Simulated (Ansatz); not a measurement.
The system is FeO.

```
CELL_PARAMETERS angstrom
1.51768 0.87623 2.51579
-1.51768 0.87623 2.51579
0.00000 -1.75247 2.51579
ATOMIC_POSITIONS crystal
Fe 0.00000 0.00000 0.00000
O 0.50000 0.50000 0.50000
```

Base run:

* Program: Ansatz 0.2.0
* Functional: PBE
* Potentials or basis: Ansatz PAW
* Cutoff: 420 eV (not typed: the program's choice for these potentials)
* k mesh: 11 × 11 × 11
* Occupations: fermi-dirac, width 0.05 eV
* Spin: no spin polarisation

Its results: band gap on the k mesh none (metal or under the smearing width); pressure -25.9 GPa.

Question: The run is repeated on the same cell with these changes: spin from no spin polarisation to collinear spin, random start. What comes out?

Answer: Band gap on the k mesh none (metal or under the smearing width); pressure -0.6 GPa; net moment -4.00 μB per cell; site moments Fe -3.45; O -0.32 μB.

Caveats: semilocal functionals often make such compounds metallic where correlation or magnetic order opens a gap, which also shifts bond lengths; a cell with one magnetic atom can't hold antiferromagnetic order, which such compounds often take (some runs).
